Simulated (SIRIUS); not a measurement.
## MgO under changes of volume

One of the cells (9.406 Å³/atom); the others are scaled copies at fixed shape and fractional positions:

```
Mg O
1.0
     0.00000    2.11089    2.11089
     2.11089    0.00000    2.11089
     2.11089    2.11089    0.00000
Mg O
1 1
Direct
  0.00000 0.00000 0.00000
  0.50000 0.50000 0.50000
```

The cell is a database's computed one.

```yaml
Program: SIRIUS 7.12.0
Functional: PBEsol
Potentials_or_basis: all-electron FP-LAPW
Cutoff: 290 eV
Basis: apw+lo standard
k_mesh: 11 × 11 × 11
Occupations: fermi-dirac, width 0.05 eV
Spin: no spin polarisation
```

| volume (Å³/atom) | energy over the lowest point (meV/atom) | gap on the mesh (eV) |
| --- | --- | --- |
| 8.668 | ? | ? |
| 8.853 | 14.13 | 5.18 |
| 9.037 | 5.42 | 4.97 |
| 9.406 | 0.00 | 4.57 |
| 9.590 | 2.71 | 4.39 |
| 9.775 | 8.61 | 4.22 |

Problem. What does the run at 8.668 Å³/atom give?

Solution. Energy over the lowest point 27.72 meV/atom; gap on the mesh 5.40 eV.

Worked out: A Birch-Murnaghan fit of order 3 (a polynomial in V^(-2/3)) to the other rows has its minimum at 9.35 Å³/atom with B0 = V·E''(V) = 157 GPa and B' = 3.3. It gives 27.42 meV/atom at 8.668 Å³/atom, against the run's 27.72. A straight line through the other rows of the gap, of slope -9.73 eV per unit of ln V (its deformation potential), extrapolates to 5.38 eV, against the run's 5.40.

Energies are extrapolated to zero smearing.
